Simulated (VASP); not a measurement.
# Mg (P6_3/mmc) in VASP: further runs, part 2 of 2

VASP 6.6.1.

**3. Single point, PBEsol**

Input file INCAR:

```
PREC = Accurate
ENCUT = 520
EDIFF = 1E-6
ISMEAR = 0
SIGMA = 0.1
LREAL = F
LASPH = T
NELM = 100
ALGO = Normal
ISIF = 2
LWAVE = F
LCHARG = F
GGA = PS
NBANDS = 9
```

Input file KPOINTS:

```
regular mesh
0
Gamma
  12 12 7
```

Input file POSCAR:

```
Mg
1.0
    3.1834311934      0.0000000000      0.0000000000
   -1.5917155967      2.7569322847      0.0000000000
    0.0000000000      0.0000000000      5.1176502756
Mg
2
Direct
    0.3333333333      0.6666666667      0.2500000000
    0.6666666667      0.3333333333      0.7500000000
```

Potentials or basis: VASP PAW PBE potentials, release 64 (Mg).

Command:

```console
> cat potpaw_PBE.64/Mg/POTCAR > POTCAR
> mpirun -np 1 vasp_std > vasp.out
```

OUTCAR:

```text
PREC = Accurate
   ENCUT = 520
   EDIFF = 1E-6
   ISMEAR = 0
   LREAL = F
   LASPH = T
   NELM = 100
   ISIF = 2
   GGA = PS

 ion  position               nearest neighbor table
   1  0.333  0.667  0.250-   2 3.15   2 3.15   2 3.15   2 3.15   2 3.15   2 3.15
   2  0.667  0.333  0.750-   1 3.15   1 3.15   1 3.15   1 3.15   1 3.15   1 3.15

  LATTYP: Found a hexagonal cell.
 ALAT       =     3.1834311934
 C/A-ratio  =     1.6075894105

  Lattice vectors:

 A1 = (   3.1834311934,   0.0000000000,   0.0000000000)
 A2 = (  -1.5917155967,   2.7569322847,   0.0000000000)
 A3 = (   0.0000000000,   0.0000000000,   5.1176502756)

Analysis of symmetry for initial positions (statically):
=====================================================================
 Subroutine PRICEL returns:
 Original cell was already a primitive cell.

 Routine SETGRP: Setting up the symmetry group for a
 hexagonal supercell.

 Subroutine GETGRP returns: Found 24 space group operations
 (whereof 12 operations were pure point group operations)
 out of a pool of 24 trial point group operations.

The static configuration has the point symmetry D_3d.
 The point group associated with its full space group is D_6h.

Analysis of symmetry for dynamics (positions and initial velocities):
=====================================================================
 Subroutine PRICEL returns:
 Original cell was already a primitive cell.

 Routine SETGRP: Setting up the symmetry group for a
 hexagonal supercell.

 Subroutine GETGRP returns: Found 24 space group operations
 (whereof 12 operations were pure point group operations)
 out of a pool of 24 trial point group operations.

The dynamic configuration has the point symmetry D_3d.
 The point group associated with its full space group is D_6h.

[... 120 lines left out ...]
  Fermi-wavevector in a.u.,A,eV,Ry     =   0.731079  1.381538  7.271987  0.534476
  Thomas-Fermi vector in A             =   1.823207
   LORBIT       =      0    0 simple, 1 ext, 2 COOP (PROOUT), +10 PAW based schemes
   GGA     = PS    functional components
   LHFCALC =     F    Hartree Fock is set to
   AEXX    =    0.0000 exact exchange contribution
   IVDW    =     0    specifies the selected vdW correction
   LEPSILON=     F    determine dielectric tensor
   LRPA    =     F    only Hartree local field effects (RPA)
 non-spin polarized calculation
 Gauss-broadening in eV      SIGMA  =   0.10
  energy-cutoff  :      520.00
  volume of cell :       44.92
 maximum number of plane-waves:      1222
 NGX is ok and might be reduce to    24
   NGX = 11   NGY = 11   NGZ = 19

 number of electron       4.0000000 magnetization

 Free energy of the ion-electron system (eV)
  ---------------------------------------------------
  ext. energy  EPLUGINS =         0.00000000
  ---------------------------------------------------
  free energy    TOTEN  =        -3.45090193 eV

  energy without entropy =       -3.44709601  energy(sigma->0) =       -3.44899897

 E-fermi :   2.6356     XC(G=0):  -8.6027

 val. band max:        2.5892176394   @ k =   0.4167   0.0833   0.4286
 cond. band min:       2.6705915920   @ k =   0.2500   0.0833   0.0000
 fundamental gap:      0.0813739526
 Fermi energy:         2.6355694576

 k-point     1 :       0.0000    0.0000    0.0000
  band No.  band energies     occupation
      1      -4.3173      2.00000
      2       1.0372      2.00000
      3       1.5630      2.00000
      4      13.6552      0.00000
      5      13.6552      0.00000
      6      13.7937      0.00000
      7      13.7937      0.00000
      8      14.6990      0.00000
      9      16.2410      0.00000
[... 265 lines left out ...]
 k-point    24 :       0.3333    0.0000    0.1429
  band No.  band energies     occupation
      1      -2.0220      2.00000
      2       1.8715      2.00000
      3       4.1362      0.00000
      4       5.3081      0.00000
      5       8.0084      0.00000
      6      10.1480      0.00000
      7      10.3677      0.00000
      8      12.2841      0.00000
      9      13.5699      0.00000

 [... further k-points ...]

------------------------ aborting loop because EDIFF is reached ----------------------------------------

  FORCE on cell =-STRESS in cart. coord.  units (eV):
  Direction    XX          YY          ZZ          XY          YZ          ZX
  --------------------------------------------------------------------------------------
  -------------------------------------------------------------------------------------
  Total        0.0373650      0.0373650     -0.0695726      0.0000000     -0.0000000      0.0000000
  in kB        1.3328563      1.3328563     -2.4817411      0.0000000     -0.0000000      0.0000000
  external PRESSURE =       0.0613239 kB  Pullay stress =       0.0000000 kB

 VOLUME and BASIS-vectors are now :
 -----------------------------------------------------------------------------
  energy-cutoff  :      520.00
  volume of cell :       44.92
      direct lattice vectors                 reciprocal lattice vectors
     3.183431193  0.000000000  0.000000000     0.314126469  0.181361001  0.000000000
    -1.591715597  2.756932285  0.000000000     0.000000000  0.362722003  0.000000000
     0.000000000  0.000000000  5.117650276     0.000000000  0.000000000  0.195402176

 POSITION                                       TOTAL-FORCE (eV/Angst)
 -----------------------------------------------------------------------------------
     -0.00000      1.83795      1.27941        -0.000000     -0.000000      0.000000
      1.59172      0.91898      3.83824         0.000000      0.000000      0.000000
 -----------------------------------------------------------------------------------
    total drift:                                0.000000     -0.000000      0.000000

  FREE ENERGIE OF THE ION-ELECTRON SYSTEM (eV)
  ---------------------------------------------------
  free  energy   TOTEN  =        -3.4509019337 eV

  energy  without entropy=       -3.4470960052  energy(sigma->0) =       -3.44899897
```

stdout:

```text
POSCAR found type information on POSCAR Mg
 POSCAR found :  1 types and       2 ions
 scaLAPACK will be used
 -----------------------------------------------------------------------------
|                                                                             |
|                                                                             |
|     You enforced a specific xc type in the INCAR file but a different       |
|     I HOPE YOU KNOW WHAT YOU ARE DOING!                                     |
|                                                                             |
 -----------------------------------------------------------------------------

 LDA part: xc-table for (Slater+PW92), standard interpolation
 POSCAR, INCAR and KPOINTS ok, starting setup
 FFT: planning ... GRIDC
 FFT: planning ... GRID_SOFT
 FFT: planning ... GRID
 WAVECAR not read
 entering main loop
```

It took 17 s on 1 thread of Intel Xeon Platinum 8488C (Sapphire Rapids), shared host; peak memory 0.16 GiB.

What came out:

| Quantity | Value |
| --- | --- |
| Free energy | -3.4509 eV |
| Pressure | 0.0 GPa |
| Band gap on the k mesh | none (metal or under the smearing width) |

Caveat: the PAW data sets were made with another functional, which shifts forces and pressure a little.

**4. Single point, PBEsol (band edges of the strained film's bulk)**

Input file INCAR:

```
SYSTEM = Mg
ALGO = Fast
EDIFF = 1E-7
ENCUT = 520
GGA = PS
ISIF = 2
ISMEAR = 0
LASPH = .TRUE.
LCHARG = .FALSE.
LREAL = .FALSE.
LWAVE = .FALSE.
NBANDS = 9
NELM = 100
PREC = Accurate
SIGMA = 0.1
```

Input file KPOINTS:

```
k-points
0
G
  12 12 7
  0 0 0
```

Edit POSCAR of step 3 so:

```diff
@@ -4,3 +4,3 @@
    -1.5917155967      2.7569322847      0.0000000000
-    0.0000000000      0.0000000000      5.1176502756
+    0.0000000000      0.0000000000      5.1080093744
 Mg
```

Command:

```console
> cat potpaw_PBE.64/Mg/POTCAR > POTCAR
> mpirun -np 1 vasp_std > vasp.out
```

Run time: 17 s. Hardware: 1 thread of Intel Xeon Platinum 8488C (Sapphire Rapids), shared host; peak memory 0.16 GiB.

It converged, with:

```
Free energy            : -3.4510 eV
Pressure               : 0.1 GPa
Band gap on the k mesh : none (metal or under the smearing width)
```

Stress tensor (GPa, compression positive):
```
 0.17  0.00  0.00
 0.00  0.17  0.00
 0.00  0.00 -0.09
```

Levels at points of the mesh, in eV from the Fermi level:
| k point | band 1 | band 2 | band 3 | band 4 | band 5 | band 6 | band 7 |
| --- | --- | --- | --- | --- | --- | --- | --- |
| (0.00, 0.00, 0.00) | -6.96 | -1.59 | -1.05 | 11.01 | 11.01 | 11.15 | 11.15 |
| (0.50, 0.00, 0.00) | -2.14 | -2.12 | 2.78 | 3.12 | 3.50 | 3.88 | 6.95 |

Caveat: the PAW data sets were made with another functional, which shifts forces and pressure a little.

**5. Overview**

| cell | gap on the mesh (eV) | pressure (GPa) |
| --- | --- | --- |
| P6_3/mmc, 22.42 Å³/atom | none | 0.1 |
| P6_3/mmc, 22.46 Å³/atom | none | 0.0 |
| band edges of the strained film's bulk | none | 0.1 |

Alike in all rows: task single point; level PBEsol; potentials or basis VASP PAW PBE potentials, release 64 (Mg); no spin polarisation; k mesh 12 × 12 × 7; cutoff (eV) 520; smearing gaussian 0.1 eV.

Caveats: the PAW data sets were made with another functional, which shifts forces and pressure a little.

Total energies depend on the potentials used, so only differences within one code and one set of settings carry meaning.
